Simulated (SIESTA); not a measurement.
## CdF2: band structure with PBE

Crystal: CdF2.

```
Cd F
1.0
     0.00000    2.69400    2.69400
     2.69400    0.00000    2.69400
     2.69400    2.69400    0.00000
Cd F
1 2
Direct
  0.00000 0.00000 0.00000
  0.75000 0.75000 0.75000
  0.25000 0.25000 0.25000
```

```json
{
 "Program": "SIESTA 5.4.2",
 "Task": "band structure",
 "Functional": "PBE",
 "Potentials or basis": "PseudoDojo 0.4 standard (PBE files)",
 "Basis": "DZP (energy shift 0.002 Ry)",
 "Grid cutoff": "800 Ry",
 "Energy shift": "0.002 Ry",
 "k mesh": "9 × 9 × 9",
 "Occupations": "fermi-dirac, width 0.05 eV",
 "Spin": "no spin polarisation"
}
```

```yaml
Pressure: 6.4 GPa
Band_gap_on_the_k_mesh: 3.16 eV, indirect (least direct gap 3.67 eV)
Band_gap_along_the_path: 3.13 eV, indirect (least direct gap 3.67 eV)
```

Levels at the corners of the path, in eV from the valence-band top:
```
point  band 13  band 14  band 15  band 16  band 17  band 18  band 19  band 20  band 21  band 22
    Γ    -0.94    -0.94    -0.54    -0.54    -0.54     3.13    13.37    13.37    13.37    24.44
    X    -2.94    -2.94    -0.47    -0.09    -0.09     8.53     9.71    14.42    14.42    17.74
    W    -2.61    -1.52    -1.52    -0.56     0.00     8.30    11.74    11.74    12.25    24.21
    K    -2.51    -2.34    -0.93    -0.33    -0.20     8.26    10.80    11.54    14.72    22.07
    Γ    -0.94    -0.94    -0.54    -0.54    -0.54     3.13    13.37    13.37    13.37    24.44
    L    -2.25    -1.81    -1.81    -0.43    -0.43     7.36     9.29    15.03    15.03    22.01
    U    -2.51    -2.34    -0.93    -0.33    -0.20     8.26    10.80    11.54    14.72    22.07
    W    -2.61    -1.52    -1.52    -0.56     0.00     8.30    11.74    11.74    12.25    24.21
    L    -2.25    -1.81    -1.81    -0.43    -0.43     7.36     9.29    15.03    15.03    22.01
    K    -2.51    -2.34    -0.93    -0.33    -0.20     8.26    10.80    11.54    14.72    22.07
    U    -2.51    -2.34    -0.93    -0.33    -0.20     8.26    10.80    11.54    14.72    22.07
    X    -2.94    -2.94    -0.47    -0.09    -0.09     8.53     9.71    14.42    14.42    17.74
```

It took 22 s on 1 thread of Arm Neoverse V2 (shared host), peak memory 0.23 GiB.

Caveat: semicore shells carry a single zeta, which can move pressures by several GPa and volumes by a few percent; the basis of atomic orbitals isn't converged, which shifts pressures, moduli and gaps. As with any semilocal functional, this PBE gap is likely too small.
